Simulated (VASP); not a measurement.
BN: single point with PBE+D3(BJ)

Crystal: BN.

```xyz
2
Lattice="1.2531 0.7235 3.2949 -1.2531 0.7235 3.2949 0.0000 -1.4469 3.2949" Properties=species:S:1:pos:R:3 pbc="T T T"
B     0.0000    0.0000    9.8816
N     0.0000    0.0000    3.2890
```

The cell is a database's computed one.

```json
{
 "Program": "VASP 6.6.1",
 "Task": "single point",
 "Functional": "PBE",
 "Dispersion": "D3(BJ)",
 "Potentials or basis": "VASP PAW PBE potentials, release 64 (B, N)",
 "Cutoff": "520 eV",
 "k mesh": "12 × 12 × 12",
 "Occupations": "gaussian, width 0.02 eV",
 "Spin": "no spin polarisation",
 "Dipole correction": "no",
 "Further INCAR settings": "ALGO = Normal; EDIFF = 1e-06; NBANDS = 11"
}
```

```
Pressure                   : 0.1 GPa
Band gap on the k mesh     : 4.23 eV, indirect (least direct gap 4.69 eV)
Dispersion energy per atom : -0.142 eV
```

Stress tensor (GPa, compression positive):
```
 0.19  0.00  0.00
 0.00  0.19  0.00
 0.00  0.00 -0.14
```

Levels at points of the mesh, in eV from the valence-band top:
```tsv
k point	band 2	band 3	band 4	band 5	band 6	band 7
(0.00, 0.00, 0.00)	-4.01	-1.28	-1.28	5.32	11.66	11.66
(0.50, 0.00, 0.00)	-8.91	-4.05	-0.55	5.32	9.93	13.18
(0.50, 0.50, 0.00)	-8.77	-4.12	-1.20	4.23	9.86	14.41
(0.50, 0.50, 0.50)	-6.20	-1.30	-1.30	10.37	11.57	11.57
```

It took 30 s on 1 thread of Intel(R) Xeon(R) Platinum 8488C (Sapphire Rapids), with other jobs on the host, peak memory 0.18 GiB.

A k mesh can miss the band edges. A hybrid or GW would open this gap; PBE tends to underestimate it.
